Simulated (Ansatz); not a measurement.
System: rock-salt NaBr. Method: PBE-D3(BJ) (plane waves, PAW; Ansatz, a first-principles code).

Excerpt of the program's output:

```
Crystal: 2 atoms, lattice volume = 51.296 Å³
Basis set: ecut = 520 eV, 1411 PW (Γ), exchange–correlation on 64×64×64 points (8 copies of the dense FFT grid, shifted against one another)
Bands: 12, of which v1, the nominal top of the filled ones, is band 8 counted from 1 (7 counted from 0)
Symmetry: 48 space group operations
Space group: Fm-3m (ITA 225), of the structure as read, at distance tolerance 3.7e-5 Å
k-points: 47 of 1000
Functional: x = pbe(κ = 0.804, μ = 0.2195149727645171), c = pbe(β = 0.06672455060314922)
SCF iter   1: F=—  HF=-4273.226462 eV  |F-HF|=—  |Δ(HF+E_count)|=         —  Δρ=8.11e-4  dr2=5.77e-4
SCF iter   2: F=—  HF=-4273.226835 eV  |F-HF|=—  |Δ(HF+E_count)|=   3.73e-4  Δρ=9.67e-4  dr2=8.82e-4
  ...
SCF iter   9: F=—  HF=-4273.226515 eV  |F-HF|=—  |Δ(HF+E_count)|=   1.52e-8  Δρ=2.13e-6  dr2=4.47e-9
SCF iter  10: F=-4273.226515 eV  HF=-4273.226515 eV  |F-HF|=9.09e-13  |Δ(HF+E_count)|=   1.51e-9  Δρ=1.28e-8  dr2=4.02e-14
SCF 1 converged in 10 iterations: F = -4273.226515 eV  dr2 = 4.02e-14
SCF converged after 10 iterations
Free energy (F): -4273.226515 eV
Internal energy: -4273.226515 eV  (E = F + TS)
E sigma→0 (E₀):  -4273.226515 eV
Fermi energy:    3.879430 eV
--- Forces (eV/Å), atoms counted from 1 ---
  atom   1  Na    -0.00000000     0.00000000    -0.00000000
  atom   2  Br     0.00000000    -0.00000000    -0.00000000
--- Stress (GPa, compression-positive) ---
        0.000031      -0.000000       0.000000
       -0.000000       0.000031       0.000000
        0.000000      -0.000000       0.000031
  P = ⅓ Tr σ = 0.0000 GPa (0.000 kbar)
```

Write an input file that could have produced this run (the log leaves some choices open).

Several could match; the one computed here: 
Ansatz 0.2 input:
```yaml
crystal:
  lattice:
    - [0.0, 2.9490689315, 2.9490689315]
    - [2.9490689315, 0.0, 2.9490689315]
    - [2.9490689315, 2.9490689315, 0.0]
  atoms:
    - { symbol: Na, position: [0.0, 0.0, 0.0] }
    - { symbol: Br, position: [0.5, 0.5, 0.5] }
basis:
  ecutwfc: 520
  ecutrho_ratio: 4
  xc_grid: 2
kpoints:
  mp_grid: { grid: [10, 10, 10] }
  band_path:
    path:
      - [0.0, 0.0, 0.0]
      - [0.05, 0.0, 0.05]
      - [0.1, 0.0, 0.1]
      - [0.15, 0.0, 0.15]
      - [0.2, 0.0, 0.2]
      - [0.25, 0.0, 0.25]
      - [0.3, 0.0, 0.3]
      - [0.35, 0.0, 0.35]
      - [0.4, 0.0, 0.4]
      - [0.45, 0.0, 0.45]
      - [0.5, 0.0, 0.5]
      - [0.541667, 0.083333, 0.541667]
      - [0.583333, 0.166667, 0.583333]
      - [0.625, 0.25, 0.625]
      - [0.375, 0.375, 0.75]
      - [0.340909, 0.340909, 0.681818]
      - [0.306818, 0.306818, 0.613636]
      - [0.272727, 0.272727, 0.545455]
      - [0.238636, 0.238636, 0.477273]
      - [0.204545, 0.204545, 0.409091]
      - [0.170455, 0.170455, 0.340909]
      - [0.136364, 0.136364, 0.272727]
      - [0.102273, 0.102273, 0.204545]
      - [0.068182, 0.068182, 0.136364]
      - [0.034091, 0.034091, 0.068182]
      - [0.055556, 0.055556, 0.055556]
      - [0.111111, 0.111111, 0.111111]
      - [0.166667, 0.166667, 0.166667]
      - [0.222222, 0.222222, 0.222222]
      - [0.277778, 0.277778, 0.277778]
      - [0.333333, 0.333333, 0.333333]
      - [0.388889, 0.388889, 0.388889]
      - [0.444444, 0.444444, 0.444444]
      - [0.5, 0.5, 0.5]
      - [0.5, 0.464286, 0.535714]
      - [0.5, 0.428571, 0.571429]
      - [0.5, 0.392857, 0.607143]
      - [0.5, 0.357143, 0.642857]
      - [0.5, 0.321429, 0.678571]
      - [0.5, 0.285714, 0.714286]
      - [0.5, 0.25, 0.75]
      - [0.5, 0.1875, 0.6875]
      - [0.5, 0.125, 0.625]
      - [0.5, 0.0625, 0.5625]
    npoints: 1
hamiltonian:
  xc: pbe
  dispersion: d3bj
  pseudopotentials: { kind: paw }
scf:
  occupations: { method: fermi_dirac, width: 0.01 }
  convergence: { dr2_threshold: 0.0000000002 }
output:
  forces: true
  stress: true
  eigenvalues: true
  write_bands: true
```
